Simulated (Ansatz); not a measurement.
**ZnCu₂SnS₄: pressure against volume**

ZnCu₂SnS₄, I-4, a = 5.471 Å, c = 10.924 Å. The structure is a COD entry; whether it is the stable form wasn't checked. Ansatz: PBE, PAW, 420 eV, Γ-centred 10×10×10 mesh on 8 atoms, Gaussian smearing 0.10 eV; no spin polarisation. Shape and atoms are relaxed at each volume; pressure is positive in compression.

| V (Å³/atom) | P (GPa) |
| --- | --- |
| 19.212 | 4.87 |
| 19.825 | ? |
| 20.438 | -0.01 |
| 21.051 | -1.88 |
| 21.664 | -3.44 |

Problem. Take V0 = 20.438 Å³/atom, count pressures from its P0 = -0.01 GPa, fit the third-order Birch–Murnaghan form to the other rows, and predict the missing pressure.

Solution. With the Eulerian strain f = ½[(V0/V)^(2/3) − 1] and y = (P − P0)/[3f(1 + 2f)^(5/2)], the form is the line y = B0 + 1.5 B0 (B0′ − 4) f. Rows (f, y): 0.02105, 69.7; -0.00975, 67.2; -0.01905, 66.1. Means f = -0.002583, y = 67.667; Σ(Δf)² = 0.0008810, ΣΔfΔy = 0.07720; the slope is their ratio. y = 67.89 + 87.62 f GPa, so B0 = 67.9 GPa and B0′ = 4 + 2 × (87.62)/(3 × 67.89) = 4.86. At V = 19.825, f = 0.01025, y = 68.79 and P = 2.22 GPa. The run gave 2.22 GPa, the same to the digits shown.

Cost: 5 runs of about 25 core-minutes in all, on Intel Xeon Platinum 8488C (Sapphire Rapids) (shared hosts).